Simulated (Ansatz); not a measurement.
# NiO2 under changes of volume

One of the cells (15.832 Å³/atom); the others are scaled copies at fixed shape and fractional positions:

```
Ni O
1.0
     1.40213    0.80952    6.97429
    -1.40213    0.80952    6.97429
     0.00000   -1.61904    6.97429
Ni O
1 2
Direct
  0.00000 0.00000 0.00000
  0.37879 0.37879 0.37879
  0.62121 0.62121 0.62121
```

The cell comes from a database or a generator and needn't be the stable form of this composition.

```yaml
Program: Ansatz 0.2.0
Functional: LDA
Potentials_or_basis: Ansatz PAW
Cutoff: "420 eV (not typed: the program's choice for these potentials)"
k_mesh: 11 × 11 × 11
Occupations: fermi-dirac, width 0.05 eV
Spin: collinear spin, ferromagnetic start
Starting_moments: "[1.0, 0.0, 0.0] μB"
```

```tsv
volume (Å³/atom)	energy over the lowest point (meV/atom)	pressure (GPa)	gap on the mesh (eV)	largest force (eV/Å)
14.882	0.00	0.0	1.29	0.122
15.199	3.02	-3.0	1.26	0.432
15.516	11.54	-5.6	1.23	0.715
15.832	24.93	-7.9	1.19	0.975
16.149	42.69	-10.0	1.16	1.214
16.466	64.29	-11.8	1.13	1.432
16.782	?	?	?	?
```

**Question.** What does the run at 16.782 Å³/atom give?

**Answer.** Energy over the lowest point 89.35 meV/atom; pressure -13.5 GPa; gap on the mesh 1.10 eV; largest force 1.633 eV/Å.

Worked out: A Birch-Murnaghan fit of order 3 (a polynomial in V^(-2/3)) to the other rows has its minimum at 14.88 Å³/atom, just outside them, with B0 = V·E''(V) = 148 GPa and B' = 4.7 at fixed shape and positions, which overstates the stiffness. It gives 89.22 meV/atom at 16.782 Å³/atom, against the run's 89.35, and -dE/dV = -13.4 GPa, against -13.5. A straight line through the other rows of the gap, of slope -1.61 eV per unit of ln V, extrapolates to 1.10 eV, against the run's 1.10.

Energies are extrapolated to zero smearing.

Caveats: odd divisions of the mesh miss points on the zone boundary, where band edges often lie, so the gap on the mesh can be too wide; the PAW data sets come from PBE, with cores solved anew for the run's functional, which leaves a small shift of forces and pressure; the starting moments weren't kept; forces of over 1 eV/Å show positions far from the minimum, so gaps and moduli don't describe the material at rest (some runs).

A mesh can miss the band edges.
